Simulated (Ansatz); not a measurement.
Si2Mo under changes of volume

One of the cells (13.416 Å³/atom); the others are scaled copies at fixed shape and fractional positions:

```xyz
3
Lattice="-1.6000 1.6000 3.9305 1.6000 -1.6000 3.9305 1.6000 1.6000 -3.9305" Properties=species:S:1:pos:R:3 pbc="T T T"
Mo    0.0000    0.0000    0.0000
Si    0.0000    0.0000    5.2433
Si    0.0000    0.0000    2.6177
```

| Item | Value |
| --- | --- |
| Program | Ansatz 0.2.0 |
| Functional | PBEsol |
| Potentials or basis | Ansatz PAW |
| Cutoff | 420 eV (not typed: the program's choice for these potentials) |
| k mesh | 12 × 12 × 12 |
| Occupations | fermi-dirac, width 0.05 eV |
| Spin | no spin polarisation |

| volume (Å³/atom) | energy over the lowest point (meV/atom) | pressure (GPa) | largest force (eV/Å) |
| --- | --- | --- | --- |
| 12.611 | 22.69 | 12.2 | 0.229 |
| 12.879 | 6.95 | 6.7 | 0.264 |
| 13.148 | 0.00 | 1.7 | 0.296 |
| 13.416 | 0.93 | -2.7 | 0.327 |
| 13.684 | ? | ? | ? |
| 13.953 | 23.25 | -10.3 | 0.383 |
| 14.221 | 43.25 | -13.5 | 0.408 |

Question: What does the run at 13.684 Å³/atom give?

Answer: Energy over the lowest point 8.93 meV/atom; pressure -6.7 GPa; largest force 0.356 eV/Å.

Worked out: A Birch-Murnaghan fit of order 3 (a polynomial in V^(-2/3)) to the other rows has its minimum at 13.25 Å³/atom with B0 = V·E''(V) = 223 GPa and B' = 4.4 at fixed shape and positions, which overstates the stiffness. It gives 8.90 meV/atom at 13.684 Å³/atom, against the run's 8.93, and -dE/dV = -6.7 GPa, against -6.7.

Energies are extrapolated to zero smearing.

Caveats: the PAW data sets come from PBE, with cores solved anew for the run's functional, which leaves a small shift of forces and pressure.
